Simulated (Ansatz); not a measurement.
Hf:

```
Hf
1.0
    -1.80500    1.80500    1.80500
     1.80500   -1.80500    1.80500
     1.80500    1.80500   -1.80500
Hf
1
Direct
  0.00000 0.00000 0.00000
```

This isn't the form of Hf at room conditions, which is hcp.

* Program: Ansatz 0.2.0
* Task: relaxation of cell and atoms
* Functional: PBEsol
* Dispersion: D3(BJ)
* Potentials or basis: Ansatz PAW
* Cutoff: 420 eV (not typed: the program's choice for these potentials)
* k mesh: 10 × 10 × 10
* Occupations: fermi-dirac, width 0.05 eV
* Spin: no spin polarisation

At the start: volume 23.52 Å³/atom.

Question: Where does the relaxation end?

Answer: It ends after 5 steps and the volume is 20.48 Å³/atom (-12.9 %); space group Im-3m (No. 229, to 0.05 Å).

The path:
```tsv
step	energy change (eV)	largest force (eV/Å)	volume (Å³)
1	0.0000	0.0000	23.52
2	-0.1288	0.0000	20.25
3	-0.1297	0.0000	20.52
4	-0.1297	0.0000	20.48
5	-0.1291	0.0000	20.48
```

Final structure:
```xyz
1
Lattice="-1.7236 1.7236 1.7236 1.7236 -1.7236 1.7236 1.7236 1.7236 -1.7236" Properties=species:S:1:pos:R:3 pbc="T T T"
Hf    0.0000    0.0000    0.0000
```

Caveat: the plane-wave basis is chosen anew once the cell has moved, so the energies of steps on either side of that aren't comparable; the volume moved by -13 % from the deposited cell, more than functionals usually miss; pairwise dispersion overbinds metals, which lowers pressure and volume; the PAW data sets come from PBE, with cores solved anew for the run's functional, which leaves a small shift of forces and pressure.
